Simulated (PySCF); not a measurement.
Compound: methyl methacrylate, C₅H₈O₂.
Geometry (PBE0-D3(BJ)/def2-SVP, Å), atoms numbered from 1 in this order:
```xyz
15
C5H8O2 angstrom
C     -2.0778    1.1247   -0.1560
C     -1.1785    0.1395   -0.0434
C     -1.5170   -1.3182   -0.0441
C      0.2537    0.5479    0.0931
O      0.6540    1.6840    0.0939
O      1.0504   -0.5262    0.2152
C      2.4434   -0.3108    0.3503
H     -3.1450    0.9121   -0.2578
H     -1.7483    2.1663   -0.1484
H     -2.5992   -1.4693   -0.1563
H     -0.9996   -1.8428   -0.8621
H     -1.1868   -1.7997    0.8891
H      2.7684   -0.7097    1.3223
H      2.9584   -0.8567   -0.4531
H      2.6722    0.7613    0.2885
```

The calculation used PySCF 2.14.0, density-fitted response routines, TDDFT PBE0/def2-SVPD, vertical, gas phase, core orbitals frozen in the response.

Ground-to-excited transition dipoles (e·a0, same axes as the geometry; the sign carries no meaning), for the states with f of 0.002 or more among the lowest 10:

| state | E (eV) | μx | μy | μz |
| --- | --- | --- | --- | --- |
| S2 | 6.014 | 1.131 | -0.461 | 0.124 |
| S3 | 6.658 | -0.691 | 0.604 | -0.095 |
| S5 | 7.294 | 0.013 | -0.009 | -0.114 |
| S6 | 7.706 | 0.213 | -0.192 | 0.040 |
| S8 | 7.987 | -0.016 | 0.005 | 0.198 |
| S10 | 8.228 | -0.025 | 0.014 | 0.240 |

Problem. What oscillator strength does each state have?

Solution. f = (2/3) ΔE |μ|² with ΔE in hartree (27.2114 eV).

```tsv
state	|μ|² (au)	|μ| (D)	f
S2	1.507	3.12	0.222
S3	0.851	2.34	0.139
S5	0.013	0.29	0.002
S6	0.084	0.74	0.016
S8	0.040	0.51	0.008
S10	0.058	0.61	0.012
```

Problem. Which bond between heavy atoms lies closest to the direction of the S2 transition dipole?

Solution. C1–C2, at 25° from it; next O6–C7 and C4–O6 at 31°.

Problem. What angle do the transition dipoles of S3 and S6 make?

Solution. |cos θ| = |μa·μb| / (|μa| |μb|) = 1.00, so θ ≈ 2° (taken between 0 and 90°, since the signs are arbitrary).

Problem. How is the summed strength of these states shared among x, y and z?

Solution. (2/3) Σ ΔE μα² gives 0.275 for x, 0.098 for y and 0.026 for z, 0.399 in all.

Problem. What peak molar absorption coefficient would the strongest computed level give as a lone Gaussian band 0.5 eV wide at half height?

Solution. ε(max) = 2.175×10⁸ f / FWHM, with the width in cm⁻¹. S2: 2.175×10⁸ × 0.2221 / 4033 ≈ 12000 L mol⁻¹ cm⁻¹.

All these states lie below the vertical ionisation energy of 9.80 eV (ΔSCF).

Hardware: one thread of an Arm Neoverse V2, no GPU, on a shared host. Cost: 3.7 min.

One conformer stands for the species.
